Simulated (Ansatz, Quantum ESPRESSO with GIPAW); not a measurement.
# Al2O3: which site gives which 17O line?

The values are calculated: DFT, PBEsol, plane-wave PAW (pslibrary 1.0.0 recipes), scalar-relativistic, GIPAW shieldings (Quantum ESPRESSO with GIPAW, a patched development version); field gradients by Ansatz. Shieldings are without the macroscopic shape term, which is common to all sites.

```
Al O
1.0
     4.61378    0.00000    0.00000
     0.00000    9.56328    0.00000
     0.00000    0.00000    3.11986
Al O
4 6
Direct
  0.06379 0.82771 0.00000
  0.93621 0.17229 0.00000
  0.56379 0.67229 0.50000
  0.43621 0.32771 0.50000
  0.50000 0.50000 0.50000
  0.23160 0.77205 0.50000
  0.26840 0.27205 0.00000
  0.73160 0.72795 0.00000
  0.00000 0.00000 0.00000
  0.76840 0.22795 0.50000
```

The cell is a computed entry of the Materials Project; it need not be the form that is stable at ambient conditions. The coordinates shown are those after relaxation (atoms relaxed).

The O sites:

| site | atom no. | atoms in cell | site symmetry | surroundings | bonds (Å) |
| --- | --- | --- | --- | --- | --- |
| O(1) | 5 | 2 | 2/m | bridging Al-O-Al, 180° | 1.674 |
| O(2) | 6 | 4 | m | tricluster; 3 neighbours | 1.81 to 1.82 |

The lines, in order of position:

| line | σ_iso (ppm) | relative area | span (ppm) | skew | \|C_Q\| (MHz) | η_Q |
| --- | --- | --- | --- | --- | --- | --- |
| A | 216.0 | 1 | 83.2 | 0.12 | 3.08 | 0.24 |
| B | 210.3 | 2 | 54.6 | -0.34 | 3.91 | 0.33 |

Simulated spectrum: 17O static powder, 14.1 T (81.4 MHz), central transition to second order, lines broadened by 2.4 ppm; the axis counts ppm from the isotropic position of the most shielded site, as −Δσ; rigid lattice, with dipolar and J couplings and satellite transitions left out.

offset (ppm), intensity and a bar:
```
     71.4       0.00 
     66.9       0.00 
     62.3       0.00 
     57.8       0.02 #
     53.6       0.08 ##
     49.1       0.08 ##
     44.5       0.09 ###
     40.3       0.09 ###
     35.8       0.14 ####
     31.3       0.16 #####
     27.1       0.18 #####
     22.5       0.21 ######
     18.0       0.49 ###############
     13.4       1.00 ##############################
      9.3       0.65 ###################
      4.7       0.54 ################
      0.2       0.51 ###############
     -4.0       0.50 ###############
     -8.5       0.51 ###############
    -13.1       0.58 #################
    -14.8       0.62 ###################
    -17.3       0.56 #################
    -21.8       0.53 ################
    -26.4       0.58 ##################
    -27.8       0.61 ##################
    -30.9       0.53 ################
    -35.1       0.49 ###############
    -39.6       0.47 ##############
    -44.2       0.35 ###########
    -48.4       0.19 ######
    -52.9       0.21 ######
    -57.4       0.16 #####
    -61.6       0.03 #
    -66.2       0.00 
    -70.7       0.00 
    -74.9       0.00
```

Most prominent maxima (ppm: height): 13.4: 1.00, -14.8: 0.62.

Q: Assign the lines to the sites.

By the calculation: A is O(1) (bridging Al-O-Al, 180°); B is O(2) (tricluster; 3 neighbours). The areas settle A and B, whose multiplicities are unique. The kinds of oxygen differ: bridging Al-O-Al (O(1)) has σ near 216 ppm and |C_Q| near 3.1 MHz; tricluster (O(2)) has σ near 210 ppm and |C_Q| near 3.9 MHz.

[Banner, clock, file and message-heading lines were taken out of the pw.x and gipaw.x logs.]

[Logs are printed without paths, hosts, clocks, repeated set-up lines and the standing remarks that a program may print on its own settings, such as how far it seeks lower states.]

[Hosts, paths, dates, database ids (printed as entryN), source tags and the programs' standing remarks are cut or masked in the printed files.]
